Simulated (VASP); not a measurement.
# AlN (hf) (P6_3mc) in VASP: single point with HF

Aim: the single point of AlN (hf) with HF.

Everything below comes from runs of VASP 6.6.1. Logs are shortened: lines on timing, memory, paths and dates and some standing lists are left out, and cuts for length are marked.

**Measured values to compare with.**

From “Structural and optical properties of self-assembled AlN nanowires grown on SiO2/Si substrates by molecular beam epitaxy”, 2024, arxiv:2402.00216, for a bulk crystal of AlN at 0 K: band gap 6.0343 eV (an exciton energy, a little under the gap).

The runs below are set against these values where they give the same quantity.

### 1 The crystal as given

Symmetry: P6_3mc, No. 186, hexagonal system. The conventional cell has a = 3.130 Å, b = 3.130 Å, c = 5.018 Å, α = 90.00°, β = 90.00°, γ = 120.00°. Al (site symmetry 3m) is surrounded by 4 N at 1.90 to 1.91 Å. N (site symmetry 3m) is surrounded by 4 Al at 1.90 to 1.91 Å.

### 2 Single point, HF

The input, POSCAR:

```
AlN
1.0
    3.1302330203      0.0000000000      0.0000000000
   -1.5651165101      2.7108613153      0.0000000000
    0.0000000000      0.0000000000      5.0179780826
Al N
2 2
Direct
    0.3333333333      0.6666666667     -0.0007712990
    0.6666666667      0.3333333333      0.4992287010
    0.3333333333      0.6666666667      0.3807712990
    0.6666666667      0.3333333333      0.8807712990
```

The input, INCAR.step1:

```
PREC = Accurate
ENCUT = 520
EDIFF = 1E-5
ISMEAR = 0
SIGMA = 0.01
LREAL = F
LASPH = T
NELM = 100
ALGO = Normal
ISIF = 2
LWAVE = T
GGA = PE
NBANDS = 16
```

The input, INCAR.step2:

```
PREC = Accurate
ENCUT = 520
EDIFF = 1E-7
ISMEAR = 0
SIGMA = 0.01
LREAL = F
LASPH = T
NELM = 100
ALGO = Normal
ISIF = 2
LWAVE = F
LCHARG = T
GGA = PE
LHFCALC = T
AEXX = 1.0
ALDAC = 0.0
AGGAC = 0.0
PRECFOCK = Normal
HFRCUT = -1
LELF = T
LVHAR = T
ISTART = 1
NBANDS = 16
```

The input, KPOINTS:

```
regular mesh
0
Gamma
  6 6 4
```

Potentials or basis: VASP PAW PBE potentials, release 64 (Al, N).

Command:

```console
$ cat potpaw_PBE.64/Al/POTCAR potpaw_PBE.64/N/POTCAR > POTCAR
$ cp INCAR.step1 INCAR
$ mpirun -np 1 vasp_std > vasp.out
$ cp INCAR.step2 INCAR
$ mpirun -np 1 vasp_std > vasp.out
```

OUTCAR:

```text
PREC = Accurate
   ENCUT = 520
   EDIFF = 1E-7
   ISMEAR = 0
   LREAL = F
   LASPH = T
   NELM = 100
   ISIF = 2
   GGA = PE
   LHFCALC = T
   AEXX = 1.0
   PRECFOCK = Normal
   ISTART = 1

 ion  position               nearest neighbor table
   1  0.333  0.667  0.999-   4 1.90   4 1.90   4 1.90   3 1.91   2 3.09   2 3.09   2 3.09   2 3.09
                             2 3.09   2 3.09
   2  0.667  0.333  0.499-   3 1.90   3 1.90   3 1.90   4 1.91   1 3.09   1 3.09   1 3.09   1 3.09
                             1 3.09   1 3.09
   3  0.333  0.667  0.381-   2 1.90   2 1.90   2 1.90   1 1.91
   4  0.667  0.333  0.881-   1 1.90   1 1.90   1 1.90   2 1.91

  LATTYP: Found a hexagonal cell.
 ALAT       =     3.1302330203
 C/A-ratio  =     1.6030685416

  Lattice vectors:

 A1 = (   3.1302330203,   0.0000000000,   0.0000000000)
 A2 = (  -1.5651165101,   2.7108613153,   0.0000000000)
 A3 = (   0.0000000000,   0.0000000000,   5.0179780826)

Analysis of symmetry for initial positions (statically):
=====================================================================
 Subroutine PRICEL returns:
 Original cell was already a primitive cell.

 Routine SETGRP: Setting up the symmetry group for a
 hexagonal supercell.

 Subroutine GETGRP returns: Found 12 space group operations
 (whereof  6 operations were pure point group operations)
 out of a pool of 24 trial point group operations.

The static configuration has the point symmetry C_3v.
 The point group associated with its full space group is C_6v.

Analysis of symmetry for dynamics (positions and initial velocities):
=====================================================================
 Subroutine PRICEL returns:
 Original cell was already a primitive cell.

 Routine SETGRP: Setting up the symmetry group for a
 hexagonal supercell.

 Subroutine GETGRP returns: Found 12 space group operations
 (whereof  6 operations were pure point group operations)
 out of a pool of 24 trial point group operations.

The dynamic configuration has the point symmetry C_3v.
 The point group associated with its full space group is C_6v.

 Subroutine INISYM returns: Found 12 space group operations
 (whereof  6 operations are pure point group operations),
 and found     1 'primitive' translations

----------------------------------------------------------------------------------------

                                     Primitive cell

  volume of cell :      42.5807

  direct lattice vectors                    reciprocal lattice vectors
     3.130233020  0.000000000  0.000000000     0.319465035  0.184443224  0.000000000
    -1.565116510  2.710861315  0.000000000     0.000000000  0.368886447  0.000000000
     0.000000000  0.000000000  5.017978083     0.000000000  0.000000000  0.199283453

  length of vectors
     3.130233020  3.130233020  5.017978083     0.368886447  0.368886447  0.199283453

  position of ions in fractional coordinates (direct lattice)
     0.333333333  0.666666667  0.999228701
     0.666666667  0.333333333  0.499228701
     0.333333333  0.666666667  0.380771299
     0.666666667  0.333333333  0.880771299

  ion indices of the primitive-cell ions
   primitive index   ion index
                 1           1
                 2           2
                 3           3
                 4           4

----------------------------------------------------------------------------------------

 KPOINTS: regular mesh

Automatic generation of k-mesh.
 Grid dimensions read from file:
 generate k-points for:    6    6    4

 Generating k-lattice:

  Cartesian coordinates                     Fractional coordinates (reciprocal lattice)
     0.053244172  0.030740537  0.000000000     0.166666667 -0.000000000  0.000000000
     0.000000000  0.061481075  0.000000000     0.000000000  0.166666667  0.000000000
     0.000000000  0.000000000  0.049820863     0.000000000  0.000000000  0.250000000

  Length of vectors
     0.061481075  0.061481075  0.049820863

  Shift w.r.t. Gamma in fractional coordinates (k-lattice)
     0.000000000  0.000000000  0.000000000

 Subroutine IBZKPT returns following result:
 ===========================================

 Found     21 irreducible k-points:

 Following reciprocal coordinates:
            Coordinates               Weight
  0.000000  0.000000  0.000000      1.000000
  0.166667 -0.000000  0.000000      6.000000
  0.333333 -0.000000  0.000000      6.000000
  0.500000  0.000000  0.000000      3.000000
  0.166667  0.166667  0.000000      6.000000
  0.333333  0.166667  0.000000     12.000000
[... 13 lines left out ...]
  0.333333  0.166667  0.500000     12.000000
  0.333333  0.333333  0.500000      2.000000
   k-points           NKPTS =     21   k-points in BZ     NKDIM =    144   number of bands    NBANDS=     16
   number of dos      NEDOS =    301   number of ions     NIONS =      4
   total plane-waves  NPLWV =  23040
   dimension x,y,z NGX =    24 NGY =   24 NGZ =   40
   dimension x,y,z NGXF=    48 NGYF=   48 NGZF=   80
   ions per type =               2   2
   NGX,Y,Z   is equivalent  to a cutoff of  12.75, 12.75, 13.25 a.u.
   NGXF,Y,Z  is equivalent  to a cutoff of  25.49, 25.49, 26.50 a.u.
 SYSTEM =  unknown system
   PREC   = accura    normal or accurate (medium, high low for compatibility)
   ISTART =      1    job   : 0-new  1-cont  2-samecut
   ICHARG =      0    charge: 1-file 2-atom 10-const
   ISPIN  =      1    spin polarized calculation?
   LNONCOLLINEAR =      F non collinear calculations
   LSORBIT =      F    spin-orbit coupling
   LASPH  =      T    aspherical Exc in radial PAW
   ENCUT  =  520.0 eV  38.22 Ry    6.18 a.u.   5.82  5.82  9.33*2*pi/ulx,y,z
   NELM   =    100;   NELMIN=  2; NELMDL=  0     # of ELM steps
   EDIFF  = 0.1E-06   stopping-criterion for ELM
   LREAL  =      F    real-space projection
   EDIFFG = 0.1E-05   stopping-criterion for IOM
   NSW    =      0    number of steps for IOM
   IBRION =     -1    ionic relax: 0-MD 1-quasi-New 2-CG
   NFREE  =      0    steps in history (QN), initial steepest desc. (CG)
   ISIF   =      2    stress and relaxation
   ISYM   =      3    0-nonsym 1-usesym 2-fastsym
   POTIM  = 0.5000    time-step for ionic-motion
   TEBEG  =    0.0;   TEEND  =   0.0 temperature during run
   PSTRESS=    0.0 pullay stress
   NELECT =      16.0000    total number of electrons
   NUPDOWN=      -1.0000    fix difference up-down
   EMIN   =  10.00;   EMAX   =-10.00  energy-range for DOS
   EFERMI =   0.00;   METHOD = LEGACY
   ISMEAR =     0;   SIGMA  =   0.01  broadening in eV -4-tet -1-fermi 0-gaus
   EFERMI_NEDOS =   21; number of points for ismear=-14 and -15
   IALGO  =     38    algorithm
   IMIX   =      1    mixing-type and parameters
     AMIX     =   0.40;   BMIX     =  1.00
     AMIX_MAG =   1.60;   BMIX_MAG =  1.00
  volume/ion in A,a.u.               =      10.65        71.84
  Fermi-wavevector in a.u.,A,eV,Ry     =   1.181346  2.232421 18.988008  1.395579
  Thomas-Fermi vector in A             =   2.317622
   LORBIT       =      0    0 simple, 1 ext, 2 COOP (PROOUT), +10 PAW based schemes
   GGA     = PE    functional components
   LHFCALC =     T    Hartree Fock is set to
   PRECFOCK=normal    Normal, Fast or Accurate (Low or Medium for compatibility)
   ENCUT4O =  -1.0   cutoff for four orbital integrals eV
   NKREDX  =     1    reduce k-point grid by
   NKREDY  =     1    reduce k-point grid by
   NKREDZ  =     1    reduce k-point grid by
   AEXX    =    1.0000 exact exchange contribution
   HFSCREEN=    0.0000 screening length (either q_TF or 0.3 A-1)
   HFSCREENC=   0.0000 screening length for correlation (either q_TF or 0.3 A-1)
   ENCUTFOCK=  -1.0 apply spherical cutoff to Coloumb kernel
   IVDW    =     0    specifies the selected vdW correction
   LEPSILON=     F    determine dielectric tensor
   LRPA    =     F    only Hartree local field effects (RPA)
 non-spin polarized calculation
 Gauss-broadening in eV      SIGMA  =   0.01
  energy-cutoff  :      520.00
  volume of cell :       42.58
 maximum number of plane-waves:      1170
 NGX is ok and might be reduce to    24
  NGX = 18; NGY = 18; NGZ = 28

 number of electron      15.9999998 magnetization

 Free energy of the ion-electron system (eV)
  ---------------------------------------------------
  ext. energy  EPLUGINS =         0.00000000
  ---------------------------------------------------
  free energy    TOTEN  =       -54.73105564 eV

  energy without entropy =      -54.73105564  energy(sigma->0) =      -54.73105564

 E-fermi :   1.9926     XC(G=0):   0.0000

 val. band max:        1.9157117105   @ k =   0.0000   0.0000   0.0000
 cond. band min:      13.9521426623   @ k =   0.0000   0.0000   0.0000
 fundamental gap:     12.0364309517
 Fermi energy:         1.9925997929

 k-point     1 :       0.0000    0.0000    0.0000
  band No.  band energies     occupation
      1     -19.2612      2.00000
      2     -16.5594      2.00000
      3      -6.0585      2.00000
      4       0.7814      2.00000
      5       0.7814      2.00000
      6       1.6731      2.00000
[... 8 lines left out ...]
     15      23.6992      0.00000
     16      25.1335      0.00000

 k-point     2 :       0.1667   -0.0000    0.0000
  band No.  band energies     occupation
      1     -18.8211      2.00000
      2     -16.3122      2.00000
      3      -5.5274      2.00000
      4      -1.0770      2.00000
      5      -0.0023      2.00000
      6       0.2899      2.00000
[... 8 lines left out ...]
     15      24.2160      0.00000
     16      24.8734      0.00000

 k-point     3 :       0.3333   -0.0000    0.0000
  band No.  band energies     occupation
      1     -17.6704      2.00000
      2     -15.8548      2.00000
      3      -4.5228      2.00000
      4      -3.6193      2.00000
      5      -2.6459      2.00000
      6      -0.4850      2.00000
[... 8 lines left out ...]
     15      23.6054      0.00000
     16      24.3971      0.00000
[... 305 lines left out ...]
 k-point    20 :       0.3333    0.1667    0.5000
  band No.  band energies     occupation
      1     -16.2941      2.00000
      2     -16.2941      2.00000
      3      -5.1906      2.00000
      4      -5.1905      2.00000
      5      -1.3963      2.00000
      6      -1.3963      2.00000
[... 8 lines left out ...]
     15      24.8510      0.00000
     16      24.8510      0.00000

 k-point    21 :       0.3333    0.3333    0.5000
  band No.  band energies     occupation
      1     -16.0078      2.00000
      2     -16.0078      2.00000
      3      -4.9751      2.00000
      4      -4.9751      2.00000
      5      -2.8280      2.00000
      6      -2.8280      2.00000
[... 8 lines left out ...]
     15      26.5198      0.00000
     16      26.5198      0.00000

------------------------ aborting loop because EDIFF is reached ----------------------------------------

  FORCE on cell =-STRESS in cart. coord.  units (eV):
  Direction    XX          YY          ZZ          XY          YZ          ZX
  --------------------------------------------------------------------------------------
  -------------------------------------------------------------------------------------
  Total       -1.8700957     -1.8700957     -1.4784349     -0.0000000      0.0000000      0.0000000
  in kB      -70.3658107    -70.3658107    -55.6288470     -0.0000000      0.0000000      0.0000000
  external PRESSURE =     -65.4534895 kB  Pullay stress =       0.0000000 kB

 VOLUME and BASIS-vectors are now :
 -----------------------------------------------------------------------------
  energy-cutoff  :      520.00
  volume of cell :       42.58
      direct lattice vectors                 reciprocal lattice vectors
     3.130233020  0.000000000  0.000000000     0.319465035  0.184443224  0.000000000
    -1.565116510  2.710861315  0.000000000     0.000000000  0.368886447  0.000000000
     0.000000000  0.000000000  5.017978083     0.000000000  0.000000000  0.199283453

 POSITION                                       TOTAL-FORCE (eV/Angst)
 -----------------------------------------------------------------------------------
     -0.00000      1.80724      5.01411         0.000000     -0.000000      0.050643
      1.56512      0.90362      2.50512        -0.000000      0.000000      0.050643
     -0.00000      1.80724      1.91070        -0.000000      0.000000     -0.050643
      1.56512      0.90362      4.41969         0.000000     -0.000000     -0.050643
 -----------------------------------------------------------------------------------
    total drift:                               -0.000000      0.000002      0.000231

  FREE ENERGIE OF THE ION-ELECTRON SYSTEM (eV)
  ---------------------------------------------------
  free  energy   TOTEN  =       -54.7310556448 eV

  energy  without entropy=      -54.7310556448  energy(sigma->0) =      -54.73105564
```

Wall time 18 min (1 thread of Intel Xeon 6975P-C (Granite Rapids), shared host); peak memory 0.17 GiB.

Results:

```yaml
Free_energy: -54.7311 eV
Pressure: -6.5 GPa
Largest_force: 0.051 eV/Å
Band_gap_on_the_k_mesh: 12.04 eV, direct
```

Forces in eV/Å, atoms in the order of the input:
```
Al   0.000  0.000  0.051
Al   0.000  0.000  0.051
N    0.000  0.000 -0.051
N    0.000  0.000 -0.051
```

Levels at points of the mesh, in eV from the valence-band top:
```
           k point  band 4  band 5  band 6  band 7  band 8  band 9  band 10  band 11  band 12  band 13
(0.00, 0.00, 0.00)   -1.13   -1.13   -0.24   -0.24    0.00   12.04    13.60    19.01    20.33    21.11
(0.50, 0.00, 0.00)   -5.87   -4.49   -2.73   -2.17   -0.93   13.62    14.93    15.29    18.48    20.82
(0.00, 0.00, 0.50)   -4.38   -0.71   -0.71   -0.71   -0.71   14.32    14.32    18.32    18.32    21.46
(0.50, 0.00, 0.50)   -7.66   -1.91   -1.91   -1.77   -1.77   13.68    13.68    16.40    16.40    20.69
```

Caveat: the PAW data sets were made with another functional, which shifts forces and pressure a little.

### 3 Comparison with measurements

Step 2. Measured gap of AlN: 6.0343 eV (an exciton energy, a little under the gap; 0 K; quoted in “Structural and optical properties of self-assembled AlN nanowires grown on SiO2/Si substrates by molecular beam epitaxy”, 2024, arxiv:2402.00216). This calculation gives 12.04 eV (+6.00 eV). So large a miss can be the level of theory's own, or it may mean another phase, state or a wrong row. 2 values of this kind are on record (6.034 to 6.0343 eV); this one was drawn at random. The value is that of HF, without temperature or zero-point motion.
